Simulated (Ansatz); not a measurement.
Runs of Ansatz 0.2.0 on Ag. It takes space group Fm-3m (No. 225, cubic). Conventional cell: a = 4.085 Å, b = 4.085 Å, c = 4.085 Å, α = 90.00°, β = 90.00°, γ = 90.00°. Ag (site symmetry m-3m) has 12 Ag at 2.89 Å as nearest neighbours. 

| task | level | potentials or basis | spin | cell | k mesh | cutoff (eV) | smearing | empty bands summed for spectra up to | optics k mesh | broadening | gap on the mesh (eV) | pressure (GPa) | relaxed volume (Å³/atom) |
| --- | --- | --- | --- | --- | --- | --- | --- | --- | --- | --- | --- | --- | --- |
| band structure | revPBE | all-electron LAPW, scalar-relativistic | off | as given | 11 × 11 × 11 | 240 | fermi-dirac 0.05 eV | - | - | - | - | (a) | - |
| band structure | PBEsol | all-electron LAPW, relativistic spinors | SOC, no magnetisation | as given | 8 × 8 × 8 | 240 | fermi-dirac 0.05 eV | - | - | - | - | -2.2 | - |
| single point | LDA | all-electron LAPW, relativistic spinors | SOC, no magnetisation | as given | 8 × 8 × 8 | 240 | methfessel-paxton 0.1 eV | - | - | - | none | -6.9 | - |
| optical spectrum | BLYP | all-electron LAPW, scalar-relativistic | off | cell strained at random at fixed volume | 11 × 11 × 11 | 249 | gaussian 0.01 eV | 14 eV | 13 × 13 × 13 | 0.2 eV | none | - | - |
| band structure | PBEsol | all-electron LAPW, scalar-relativistic | off | as given | 11 × 11 × 11 | 240 | fermi-dirac 0.05 eV | - | - | - | - | -2.9 | - |
| relaxation of cell and atoms | LDA | all-electron LAPW, scalar-relativistic | off | relaxed | 11 × 11 × 11 | - | fermi-dirac 0.05 eV | - | - | - | - | 0.0 | 15.97 |
| relaxation of cell and atoms | BLYP+D4 | all-electron LAPW, scalar-relativistic | off | relaxed | 11 × 11 × 11 | - | fermi-dirac 0.05 eV | - | - | - | - | 0.0 | (b) |

Alike in all rows: basis error allowed 0.001 eV/atom.

Estimate the missing entries.

(a) 7.4; (b) 17.37.

Caveats: the k mesh is thin for a metal, which can move the energy by tens of meV per atom (some runs); local fields and the highest empty bands are left out, which lowers the real part by some percent in wide-gap crystals (some runs); spectra need much finer meshes, so this one isn't converged (some runs); independent-particle spectra lack excitons (some runs); the intraband (Drude) part of a metal's response may be missing (some runs).

A k mesh can miss the band edges, and rows without SOC leave out spin-orbit coupling on Ag.

A gap of «none» marks a metal or a gap under the smearing width.

Runs at the PBE level aren't shown here.
